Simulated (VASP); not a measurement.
A run of VASP 6.6.1 is set up as follows.

INCAR

```
SYSTEM = MoS2
  PREC = Accurate
  ENCUT = 600
  EDIFF = 1E-6
  ISMEAR = 0
  SIGMA = 0.03
  LREAL = .False.
  LASPH = .True.
  NELM = 120
  ALGO = Normal
  ISIF = 3
  LWAVE = .False.
  LCHARG = .False.
  GGA = PS
  IVDW = 13
  IBRION = 2
  NSW = 60
  EDIFFG = -0.005
  LATTICE_CONSTRAINTS = .TRUE. .TRUE. .FALSE.
  KPAR = 2
```

The input KPOINTS:

```
Automatic mesh
0
Gamma
  12 12 1
  0 0 0
```

File POSCAR:

```
MoS2
1.0
    3.1700000000      0.0000000000      0.0000000000
   -1.5850000000      2.7453005300      0.0000000000
    0.0000000000      0.0000000000     19.1200000000
S Mo
2 1
Direct
    0.6666670000      0.3333330000      0.4184100400
    0.6666670000      0.3333330000      0.5815899600
    0.3333330000      0.6666670000      0.5000000000
```

Potentials or basis: VASP PAW PBE potentials, release 64 (S, Mo_sv).

Run with:

```console
$ cat potpaw_PBE.64/S/POTCAR potpaw_PBE.64/Mo_sv/POTCAR > POTCAR
$ mpirun -np 2 vasp_std > vasp.out
```

(1) What does it give for the relaxed cell?

(2) What does it give for the space group after relaxing (to 0.05 Å)?

Answers

(1) a = 3.124 Å, b = 3.124 Å, c = 19.120 Å, α = 90.00°, β = 90.00°, γ = 120.00°.

(2) P-6m2 (No. 187).
